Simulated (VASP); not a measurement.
# BAs in VASP: settings compared

The runs below take BAs through relaxation of the atoms, with PBE, PBE+TS.

Everything below comes from runs of VASP 6.6.1. Logs are shortened: lines on timing, memory, paths and dates and some standing lists are left out, and cuts for length are marked.

### 1 The cell of the first run

The cell holds a slab with vacuum, 8 atoms: a = 3.378 Å, b = 3.378 Å, c = 23.964 Å, α = 90.00°, β = 90.00°, γ = 120.00°.

### 2 Relaxation of the atoms, PBE (the (1 1 1) slab of BAs, cut from the database cell, not relaxed)

The input, INCAR:

```
  PREC = Accurate
  ENCUT = 520
  EDIFF = 1E-7
  ISMEAR = 0
  SIGMA = 0.05
  LREAL = False
  LASPH = True
  NELM = 100
  ALGO = Normal
  ISIF = 2
  LWAVE = False
  LCHARG = False
  LDIPOL = True
  IDIPOL = 3
  DIPOL = 0.5 0.5 0.500
  GGA = PE
  IBRION = 2
  NSW = 60
  EDIFFG = -0.02
```

The input, KPOINTS:

```
regular mesh
0
Gamma
  9 9 1
```

The input, POSCAR:

```
BAs
1.0
    3.3778490937      0.0000000000      0.0000000000
   -1.6889245469      2.9253031253      0.0000000000
    0.0000000000      0.0000000000     23.9635072667
As B
4 4
Selective dynamics
Direct
    0.0000000000      0.0000000000      0.3129758894  F F F
    0.3333333333      0.6666666667      0.4280676498  F F F
    0.6666666667      0.3333333333      0.5431594101  T T T
    0.0000000000      0.0000000000      0.6582511705  T T T
    0.3333333333      0.6666666667      0.3417488295  F F F
    0.6666666667      0.3333333333      0.4568405899  F F F
    0.0000000000      0.0000000000      0.5719323502  T T T
    0.3333333333      0.6666666667      0.6870241106  T T T
```

Potentials or basis: VASP PAW PBE potentials, release 64 (As, B).

Run with:

```bash
cat potpaw_PBE.64/As/POTCAR potpaw_PBE.64/B/POTCAR > POTCAR
mpirun -np 1 vasp_std > vasp.out
```

OUTCAR:

```text
PREC = Accurate
   ENCUT = 520
   EDIFF = 1E-7
   ISMEAR = 0
   LREAL = False
   LASPH = True
   NELM = 100
   ISIF = 2
   GGA = PE
   IBRION = 2
   NSW = 60
   EDIFFG = -0.02

 ion  position               nearest neighbor table
   1  0.000  0.000  0.313-   5 2.07   5 2.07   5 2.07
   2  0.333  0.667  0.428-   6 2.07   6 2.07   6 2.07   5 2.07
   3  0.667  0.333  0.543-   6 2.07   7 2.07   7 2.07   7 2.07
   4  0.000  0.000  0.658-   8 2.07   8 2.07   8 2.07   7 2.07
   5  0.333  0.667  0.342-   1 2.07   1 2.07   1 2.07   2 2.07
   6  0.667  0.333  0.457-   3 2.07   2 2.07   2 2.07   2 2.07
   7  0.000  0.000  0.572-   3 2.07   3 2.07   3 2.07   4 2.07
   8  0.333  0.667  0.687-   4 2.07   4 2.07   4 2.07

  LATTYP: Found a hexagonal cell.
 ALAT       =     3.3778490937
 C/A-ratio  =     7.0943096041

  Lattice vectors:

 A1 = (   3.3778490937,   0.0000000000,   0.0000000000)
 A2 = (  -1.6889245469,   2.9253031253,   0.0000000000)
 A3 = (   0.0000000000,   0.0000000000,  23.9635072667)

Analysis of symmetry for initial positions (statically):
=====================================================================
 Subroutine PRICEL returns:
 Original cell was already a primitive cell.

 Routine SETGRP: Setting up the symmetry group for a
 hexagonal supercell.

 Subroutine GETGRP returns: Found  6 space group operations
 (whereof  6 operations were pure point group operations)
 out of a pool of 24 trial point group operations.

The static configuration has the point symmetry C_3v.

Analysis of symmetry for dynamics (positions and initial velocities):
=====================================================================
 Subroutine PRICEL returns:
 Original cell was already a primitive cell.

 Routine SETGRP: Setting up the symmetry group for a
 hexagonal supercell.

 Subroutine GETGRP returns: Found  6 space group operations
 (whereof  6 operations were pure point group operations)
 out of a pool of 24 trial point group operations.

The dynamic configuration has the point symmetry C_3v.

Analysis of constrained symmetry for selective dynamics:
=====================================================================
 Subroutine PRICEL returns:
 Original cell was already a primitive cell.

 Routine SETGRP: Setting up the symmetry group for a
 hexagonal supercell.

 Subroutine GETGRP returns: Found  6 space group operations
 (whereof  6 operations were pure point group operations)
 out of a pool of 24 trial point group operations.

The constrained configuration has the point symmetry C_3v.

 Subroutine INISYM returns: Found  6 space group operations
 (whereof  6 operations are pure point group operations),
 and found     1 'primitive' translations

----------------------------------------------------------------------------------------
[... 109 lines left out ...]
   IALGO  =     38    algorithm
   IMIX   =      4    mixing-type and parameters
     AMIX     =   0.40;   BMIX     =  1.00
     AMIX_MAG =   1.60;   BMIX_MAG =  1.00
  volume/ion in A,a.u.               =      29.60       199.74
  Fermi-wavevector in a.u.,A,eV,Ry     =   0.840113  1.587583  9.602852  0.705790
  Thomas-Fermi vector in A             =   1.954442
   LORBIT       =      0    0 simple, 1 ext, 2 COOP (PROOUT), +10 PAW based schemes
   GGA     = PE    functional components
   LHFCALC =     F    Hartree Fock is set to
   AEXX    =    0.0000 exact exchange contribution
   IVDW    =     0    specifies the selected vdW correction
   LEPSILON=     F    determine dielectric tensor
   LRPA    =     F    only Hartree local field effects (RPA)
 conjugate gradient relaxation of ions
 non-spin polarized calculation
 Gauss-broadening in eV      SIGMA  =   0.05
  energy-cutoff  :      520.00
  volume of cell :      236.79
 maximum number of plane-waves:      6425
 NGX is ok and might be reduce to    28
   NGX = 13   NGY = 13   NGZ = 89

 dipolmoment           0.000000      0.000000      0.007810 electrons x Angstroem

--------------------------------------- Ionic step        1  -------------------------------------------

 number of electron      31.9999999 magnetization

 Free energy of the ion-electron system (eV)
  ---------------------------------------------------
  ext. energy  EPLUGINS =         0.00000000
  ---------------------------------------------------
  free energy    TOTEN  =       -42.85468187 eV

  energy without entropy =      -42.84281252  energy(sigma->0) =      -42.84874719

 E-fermi :  -0.0400     XC(G=0):  -5.5632

 val. band max:       -0.0577533983   @ k =   0.3333   0.3333   0.0000
 cond. band min:      -0.0054862489   @ k =   0.3333   0.2222   0.0000
 fundamental gap:      0.0522671494
 Fermi energy:        -0.0399545296

 k-point     1 :       0.0000    0.0000    0.0000
  band No.  band energies     occupation
      1     -15.3137      2.00000
      2     -14.4400      2.00000
      3     -13.5179      2.00000
      4     -12.3731      2.00000
      5      -7.9831      2.00000
      6      -5.8307      2.00000
[... 570 lines left out ...]
--------------------------------------- Ionic step        8  -------------------------------------------

 number of electron      31.9999999 magnetization

 dipolmoment           0.000000      0.000000     -0.069949 electrons x Angstroem

 Free energy of the ion-electron system (eV)
  ---------------------------------------------------
  ext. energy  EPLUGINS =         0.00000000
  ---------------------------------------------------
  free energy    TOTEN  =       -43.10709666 eV

  energy without entropy =      -43.09230981  energy(sigma->0) =      -43.09970324

 E-fermi :   0.1352     XC(G=0):  -5.5505

 val. band max:        0.1173856081   @ k =   0.3333   0.2222   0.0000
 cond. band min:       0.1359948267   @ k =   0.2222   0.1111   0.0000
 fundamental gap:      0.0186092185
 Fermi energy:         0.1351941583

 k-point     1 :       0.0000    0.0000    0.0000
  band No.  band energies     occupation
      1     -15.2504      2.00000
      2     -14.4874      2.00000
      3     -13.5804      2.00000
      4     -12.2324      2.00000
      5      -7.7139      2.00000
      6      -5.6411      2.00000
[... 277 lines left out ...]
     20       3.8445      0.00000
     21       5.3434      0.00000

------------------------ aborting loop because EDIFF is reached ----------------------------------------

 vacuum level on the upper side and lower side of the slab       (xc-potential included)        -0.746         0.500

  FORCE on cell =-STRESS in cart. coord.  units (eV):
  Direction    XX          YY          ZZ          XY          YZ          ZX
  --------------------------------------------------------------------------------------
  -------------------------------------------------------------------------------------
  Total        2.0133967      2.0133967      0.8512092     -0.0000000      0.0000000      0.0000000
  in kB       13.6231779     13.6231779      5.7595083     -0.0000000      0.0000000      0.0000000
  external PRESSURE =      11.0019547 kB  Pullay stress =       0.0000000 kB
[... 23 lines left out ...]
  FREE ENERGIE OF THE ION-ELECTRON SYSTEM (eV)
  ---------------------------------------------------
  free  energy   TOTEN  =       -43.1070966626 eV

  energy  without entropy=      -43.0923098136  energy(sigma->0) =      -43.09970324

 reached required accuracy - stopping structural energy minimisation

 vacuum level on the upper side and lower side of the slab         4.298         5.571
```

OSZICAR:

```text
N       E                     dE             d eps       ncg     rms          rms(c)
DAV:   1     0.187011424001E+03    0.18701E+03   -0.11914E+04   504   0.120E+03
DAV:   2    -0.270175790394E+02   -0.21403E+03   -0.20754E+03   738   0.213E+02
DAV:   3    -0.448319602989E+02   -0.17814E+02   -0.17403E+02   628   0.698E+01
[... 132 lines left out ...]
DAV:   1    -0.431070973499E+02   -0.30378E-04   -0.17456E-03   504   0.245E-01    0.739E-03
DAV:   2    -0.431072314318E+02   -0.13408E-03   -0.34000E-05   723   0.633E-02    0.835E-02
DAV:   3    -0.431070960279E+02    0.13540E-03   -0.25476E-05   718   0.562E-02    0.648E-03
DAV:   4    -0.431070967321E+02   -0.70418E-06   -0.42910E-06   639   0.114E-02    0.376E-03
DAV:   5    -0.431070966626E+02    0.69486E-07   -0.34162E-07   638   0.364E-03
   8 F= -.43107097E+02 E0= -.43099703E+02  d E =-.296487E-04
```

Run time: 5.4 min. Hardware: 1 thread of Intel Xeon 6975P-C (Granite Rapids), shared host; peak memory 0.4 GiB.

What came out:

```yaml
Free_energy: -43.1071 eV
Energy_gained_by_relaxing: 31.6 meV/atom
Ionic_steps: 8
Band_gap_on_the_k_mesh: none (metal or under the smearing width)
```

The path:
| step | energy change (eV) | largest force (eV/Å) | pressure (GPa) |
| --- | --- | --- | --- |
| 1 | 0.0000 | 2.2663 | 0.97 |
| 2 | -0.2193 | 0.5126 | 1.05 |
| 3 | -0.2340 | 0.4855 | 1.11 |
| 4 | -0.2452 | 0.4118 | 1.10 |
| 5 | -0.2502 | 0.4139 | 1.09 |
| 6 | -0.2523 | 0.4179 | 1.11 |
| 7 | -0.2524 | 0.4176 | 1.10 |
| 8 | -0.2524 | 0.4174 | 1.10 |

Final structure:
```xyz
8
Lattice="3.3778 0.0000 0.0000 -1.6889 2.9253 0.0000 0.0000 0.0000 23.9635" Properties=species:S:1:pos:R:3 pbc="T T T"
As    0.0000    0.0000    7.5000
As    0.0000    1.9502   10.2580
As    1.6889    0.9751   13.0547
As    1.6889    2.9253   15.9291
B     0.0000    1.9502    8.1895
B     1.6889    0.9751   10.9475
B     3.3778    0.0000   13.7262
B     0.0000    1.9502   16.3260
```

### 3 Relaxation of the atoms, PBE+TS (the (1 1 1) slab of BAs, cut from the database cell, not relaxed)

The input, INCAR:

```
SYSTEM = BAs
PREC = Accurate
ENCUT = 520
EDIFF = 1E-6
ISMEAR = 0
SIGMA = 0.05
LREAL = .FALSE.
LASPH = .TRUE.
NELM = 100
ALGO = Normal
ISIF = 2
LWAVE = .FALSE.
LCHARG = .FALSE.
LDIPOL = .TRUE.
IDIPOL = 3
DIPOL = 0.5 0.5 0.500
GGA = PE
IVDW = 2
IBRION = 2
NSW = 40
EDIFFG = -0.005
```

The input, KPOINTS:

```
Automatic mesh
0
G
  9 9 1
  0 0 0
```

POSCAR is that of step 2.

Potentials or basis: VASP PAW PBE potentials, release 64 (As, B).

Run with:

```bash
cat potpaw_PBE.64/As/POTCAR potpaw_PBE.64/B/POTCAR > POTCAR
mpirun -np 1 vasp_std > vasp.out
```

Wall time 13 min (1 thread of Intel Xeon 6975P-C (Granite Rapids), shared host); peak memory 0.42 GiB.

It converged, with:

- Free energy: -44.4859 eV
- Energy gained by relaxing: 30.6 meV/atom
- Ionic steps: 19
- Band gap on the k mesh: none (metal or under the smearing width)
- Hirshfeld charges: As +0.08, +0.14, +0.13; B -0.14, -0.13, -0.11, -0.10 e
- Dispersion energy per atom: -0.172 eV

Step by step:
```
step  energy change (eV)  largest force (eV/Å)  pressure (GPa)
   1              0.0000                2.2419            0.60
   2             -0.2142                0.5088            0.68
   3             -0.2272                0.4927            0.74
   4             -0.2272                0.4792            0.74
   5             -0.2382                0.4155            0.73
   6             -0.2421                0.4204            0.72
   7             -0.2422                0.4200            0.72
   8             -0.2448                0.4216            0.74
   9             -0.2448                0.4207            0.74
  10             -0.2448                0.4210            0.74
  11             -0.2448                0.4211            0.74
  12             -0.2448                0.4157            0.75
  13             -0.2448                0.4139            0.76
  14             -0.2448                0.4210            0.75
  15             -0.2448                0.4137            0.76
  16             -0.2448                0.4316            0.75
  17             -0.2448                0.4213            0.75
  18             -0.2448                0.4197            0.76
  19             -0.2448                0.4231            0.76
```

Final structure:
```
As B
1.0
     3.37785    0.00000    0.00000
    -1.68892    2.92530    0.00000
     0.00000    0.00000   23.96351
As B
4 4
Direct
  0.00000 0.00000 0.31298
  0.33333 0.66667 0.42807
  0.66667 0.33333 0.54452
  0.00000 0.00000 0.66435
  0.33333 0.66667 0.34175
  0.66667 0.33333 0.45684
  0.00000 0.00000 0.57255
  0.33333 0.66667 0.68113
```

Levels at points of the mesh, in eV from the Fermi level:
| k point | band 12 | band 13 | band 14 | band 15 | band 16 | band 17 | band 18 | band 19 | band 20 | band 21 |
| --- | --- | --- | --- | --- | --- | --- | --- | --- | --- | --- |
| (0.00, 0.00, 0.00) | -0.79 | -0.79 | -0.26 | 0.22 | 0.22 | 1.07 | 2.47 | 3.06 | 3.57 | 3.65 |

Caveat: atom-pairwise D2, TS and ULG terms overbind metals.
